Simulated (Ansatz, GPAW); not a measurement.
# One calculation of MgSe, 3 ways

```
Se Mg
1.0
     0.00000    2.72550    2.72550
     2.72550    0.00000    2.72550
     2.72550    2.72550    0.00000
Se Mg
1 1
Direct
  0.50000 0.50000 0.50000
  0.00000 0.00000 0.00000
```

Alike in all runs: task equation of state; functional PBEsol; k mesh 8 × 8 × 8; occupations fermi-dirac, width 0.05 eV; no spin polarisation; no spin-orbit coupling.

| program and potentials | plane-wave cutoff (eV) | notes | equilibrium volume (Å³/atom) | bulk modulus (GPa) |
| --- | --- | --- | --- | --- |
| Ansatz, Ansatz PAW | 420 | potentials made for PBE, which Ansatz adapts in part | 20.23 | 64.8 |
| GPAW, PAW data sets generated for this functional | 800 | - | 20.25 | 65.1 |
| Ansatz, all-electron LAPW, scalar-relativistic | - | - | 20.23 | 64.8 |

The equilibrium volume spans 20.23 (Ansatz, all-electron LAPW, scalar-relativistic) to 20.25 Å³/atom (GPAW, PAW data sets generated for this functional), with all-electron results at 20.23. The bulk modulus spans 64.8 (Ansatz, Ansatz PAW) to 65.1 GPa (GPAW, PAW data sets generated for this functional), with all-electron results at 64.8.

Differences between rows come from potentials, basis sets and numerical settings, since the functional is the same but for its coding. Runs on potential files found faulty are left out.
